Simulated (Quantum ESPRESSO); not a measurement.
**O: equation of state with LDA**

Crystal: O.

```xyz
2
Lattice="2.8514 -1.6624 0.0000 2.8514 1.6624 0.0000 -2.3945 0.0000 3.6471" Properties=species:S:1:pos:R:3 pbc="T T T"
O     3.5357    0.0000    3.0797
O    -0.2274    0.0000    0.5674
```

```yaml
Program: Quantum ESPRESSO 7.5
Task: equation of state
Functional: LDA
Potentials_or_basis: GBRV 1.5 LDA
Cutoff: 612 eV
Density_cutoff: 4898 eV
k_mesh: 10 × 10 × 7
Occupations: fermi-dirac, width 0.05 eV
Spin: no spin polarisation
```

```json
{
  "Equilibrium volume": "15.71 Å³/atom (rough: see the caveat)",
  "Bulk modulus at fixed shape and positions": "68 GPa (rough)"
}
```

Energy against volume, from the lowest point:
| volume (Å³/atom) | energy (meV/atom) |
| --- | --- |
| 16.251 | 0.00 |
| 16.596 | 5.87 |
| 16.942 | 14.15 |
| 17.288 | 24.57 |
| 17.634 | 36.91 |
| 17.979 | 50.95 |
| 18.325 | 66.52 |

All runs of the series together: 2.2 min on 2 threads of Arm Neoverse V2 (shared host).

Caveat: spin is off for a triplet molecule; the minimum lies outside the volumes run; the cell was scaled at fixed shape and fractional positions, which overstates the stiffness of a crystal with free parameters, most of all of layers and chains.
